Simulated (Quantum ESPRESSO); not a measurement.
Write the native input for Quantum ESPRESSO 7.5 that does the following.

| Item | Value |
| --- | --- |
| Task | band structure |
| Functional | LDA |
| Potentials or basis | GBRV 1.5 LDA |
| Cutoff | 612 eV |
| Density cutoff | 4898 eV |
| k mesh | 5 × 5 × 5 |
| Occupations | fermi-dirac, width 0.05 eV |
| Spin | no spin polarisation |
| Form of the LDA correlation | PZ81 |
| Mixing beta | 0.5 |
| Most SCF iterations | 120 |
| SCF threshold | 1.6e-09 Ry |

The system is N.

```
N
1.0
     5.81510    0.00000    0.00000
     0.00000    5.81510    0.00000
     0.00000    0.00000    5.81510
N
8
Direct
  0.04586 0.45414 0.54586
  0.45414 0.54586 0.04586
  0.54586 0.04586 0.45414
  0.95414 0.95414 0.95414
  0.93610 0.56390 0.43610
  0.56390 0.43610 0.93610
  0.43610 0.93610 0.56390
  0.06390 0.06390 0.06390
```

One way to write it, as run:

pw.in

```
&CONTROL
  calculation = 'scf'
  prefix = 'pwscf'
  outdir = './tmp'
  pseudo_dir = './pseudo'
  tprnfor = .true.
  tstress = .true.
  disk_io = 'low'
/
&SYSTEM
  ibrav = 0
  nat = 8
  ntyp = 1
  ecutwfc = 45
  ecutrho = 360
  nbnd = 28
  occupations = 'smearing'
  smearing = 'fd'
  degauss = 0.00367493
/
&ELECTRONS
  conv_thr = 1.6d-09
  electron_maxstep = 120
  mixing_beta = 0.5
/
ATOMIC_SPECIES
N     14.0070 n_lda_v1.2.uspp.F.UPF
CELL_PARAMETERS angstrom
   5.8151017200    0.0000000000    0.0000000000
   0.0000000000    5.8151017200    0.0000000000
   0.0000000000    0.0000000000    5.8151017200
ATOMIC_POSITIONS crystal
N      0.0458611400    0.4541388600    0.5458611400
N      0.4541388600    0.5458611400    0.0458611400
N      0.5458611400    0.0458611400    0.4541388600
N      0.9541388600    0.9541388600    0.9541388600
N      0.9360985600    0.5639014400    0.4360985600
N      0.5639014400    0.4360985600    0.9360985600
N      0.4360985600    0.9360985600    0.5639014400
N      0.0639014400    0.0639014400    0.0639014400
K_POINTS automatic
5 5 5 0 0 0
```

bands.in

```
&CONTROL
  calculation = 'bands'
  prefix = 'pwscf'
  outdir = './tmp'
  pseudo_dir = './pseudo'
  disk_io = 'low'
  verbosity = 'high'
/
&SYSTEM
  ibrav = 0
  nat = 8
  ntyp = 1
  ecutwfc = 45
  ecutrho = 360
  nbnd = 28
  occupations = 'smearing'
  smearing = 'fd'
  degauss = 0.00367493
/
&ELECTRONS
  conv_thr = 1d-08
  electron_maxstep = 120
  mixing_beta = 0.5
  diago_full_acc = .true.
  startingwfc = 'random'
/
ATOMIC_SPECIES
N     14.0070 n_lda_v1.2.uspp.F.UPF
CELL_PARAMETERS angstrom
   5.8151017200    0.0000000000    0.0000000000
   0.0000000000    5.8151017200    0.0000000000
   0.0000000000    0.0000000000    5.8151017200
ATOMIC_POSITIONS crystal
N      0.0458611400    0.4541388600    0.5458611400
N      0.4541388600    0.5458611400    0.0458611400
N      0.5458611400    0.0458611400    0.4541388600
N      0.9541388600    0.9541388600    0.9541388600
N      0.9360985600    0.5639014400    0.4360985600
N      0.5639014400    0.4360985600    0.9360985600
N      0.4360985600    0.9360985600    0.5639014400
N      0.0639014400    0.0639014400    0.0639014400
K_POINTS crystal
60
 0.0000000000  0.0000000000  0.0000000000 1
 0.0000000000  0.0714285714  0.0000000000 1
 0.0000000000  0.1428571429  0.0000000000 1
 0.0000000000  0.2142857143  0.0000000000 1
 0.0000000000  0.2857142857  0.0000000000 1
 0.0000000000  0.3571428571  0.0000000000 1
 0.0000000000  0.4285714286  0.0000000000 1
 0.0000000000  0.5000000000  0.0000000000 1
 0.0714285714  0.5000000000  0.0000000000 1
 0.1428571429  0.5000000000  0.0000000000 1
 0.2142857143  0.5000000000  0.0000000000 1
 0.2857142857  0.5000000000  0.0000000000 1
 0.3571428571  0.5000000000  0.0000000000 1
 0.4285714286  0.5000000000  0.0000000000 1
 0.5000000000  0.5000000000  0.0000000000 1
 0.4545454545  0.4545454545  0.0000000000 1
 0.4090909091  0.4090909091  0.0000000000 1
 0.3636363636  0.3636363636  0.0000000000 1
 0.3181818182  0.3181818182  0.0000000000 1
 0.2727272727  0.2727272727  0.0000000000 1
 0.2272727273  0.2272727273  0.0000000000 1
 0.1818181818  0.1818181818  0.0000000000 1
 0.1363636364  0.1363636364  0.0000000000 1
 0.0909090909  0.0909090909  0.0000000000 1
 0.0454545455  0.0454545455  0.0000000000 1
 0.0000000000  0.0000000000  0.0000000000 1
 0.0357142857  0.0357142857  0.0357142857 1
 0.0714285714  0.0714285714  0.0714285714 1
 0.1071428571  0.1071428571  0.1071428571 1
 0.1428571429  0.1428571429  0.1428571429 1
 0.1785714286  0.1785714286  0.1785714286 1
 0.2142857143  0.2142857143  0.2142857143 1
 0.2500000000  0.2500000000  0.2500000000 1
 0.2857142857  0.2857142857  0.2857142857 1
 0.3214285714  0.3214285714  0.3214285714 1
 0.3571428571  0.3571428571  0.3571428571 1
 0.3928571429  0.3928571429  0.3928571429 1
 0.4285714286  0.4285714286  0.4285714286 1
 0.4642857143  0.4642857143  0.4642857143 1
 0.5000000000  0.5000000000  0.5000000000 1
 0.4545454545  0.5000000000  0.4545454545 1
 0.4090909091  0.5000000000  0.4090909091 1
 0.3636363636  0.5000000000  0.3636363636 1
 0.3181818182  0.5000000000  0.3181818182 1
 0.2727272727  0.5000000000  0.2727272727 1
 0.2272727273  0.5000000000  0.2272727273 1
 0.1818181818  0.5000000000  0.1818181818 1
 0.1363636364  0.5000000000  0.1363636364 1
 0.0909090909  0.5000000000  0.0909090909 1
 0.0454545455  0.5000000000  0.0454545455 1
 0.0000000000  0.5000000000  0.0000000000 1
 0.5000000000  0.5000000000  0.0000000000 1
 0.5000000000  0.5000000000  0.0625000000 1
 0.5000000000  0.5000000000  0.1250000000 1
 0.5000000000  0.5000000000  0.1875000000 1
 0.5000000000  0.5000000000  0.2500000000 1
 0.5000000000  0.5000000000  0.3125000000 1
 0.5000000000  0.5000000000  0.3750000000 1
 0.5000000000  0.5000000000  0.4375000000 1
 0.5000000000  0.5000000000  0.5000000000 1
```

Potentials or basis: GBRV 1.5 LDA.

The run is started by

```console
$ OMP_NUM_THREADS=1 mpirun -n 2 pw.x -nk 2 -in pw.in > pw.out
$ OMP_NUM_THREADS=1 mpirun -n 2 pw.x -nk 2 -in bands.in > bands.out
```

It gave:

```json
{
 "Pressure": "-1.4 GPa",
 "Largest force": "0.672 eV/Å",
 "Band gap on the k mesh": "7.28 eV, indirect (least direct gap 7.30 eV)",
 "Band gap along the path": "7.28 eV, indirect (least direct gap 7.30 eV)"
}
```

Run time: 75 s on 2 MPI ranks on Intel(R) Xeon(R) Platinum 8488C (Sapphire Rapids), with other jobs on the host, peak memory 0.4 GiB a rank.
